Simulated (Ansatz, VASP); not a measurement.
ZnAu in VASP and in Ansatz

```xyz
2
Lattice="3.1678 0.0000 0.0000 0.0000 3.1678 0.0000 0.0000 0.0000 3.1678" Properties=species:S:1:pos:R:3 pbc="T T T"
Au    0.0000    0.0000    0.0000
Zn    1.5839    1.5839    1.5839
```

Change from the starting cell: volume scaled by 1.02.

Alike in both runs: task single point; functional PBEsol; k mesh 8 × 8 × 8; occupations fermi-dirac, width 0.05 eV; no spin polarisation.

|  | VASP | Ansatz |
| --- | --- | --- |
| version | VASP 6.6.1 | Ansatz 0.2.0 |
| potentials or method | VASP PAW PBE potentials, release 64 (Au, Zn), cutoff 520 eV | all-electron LAPW, scalar-relativistic |

|  | VASP | Ansatz | Ansatz less VASP |
| --- | --- | --- | --- |
| gap on the k mesh at the Fermi level (eV) | none | none | - |
| pressure (GPa) | -4.5 | -4.6 | -0.09 |

A gap of «none» marks a metal or a gap that the smearing closes. Ansatz ran all-electron here, so the differences hold the error of VASP's frozen core and of both bases.

Caveats: the PAW data sets were made with another functional, which shifts forces and pressure a little (VASP). Spin-orbit coupling is left out, which matters for the levels of Au.
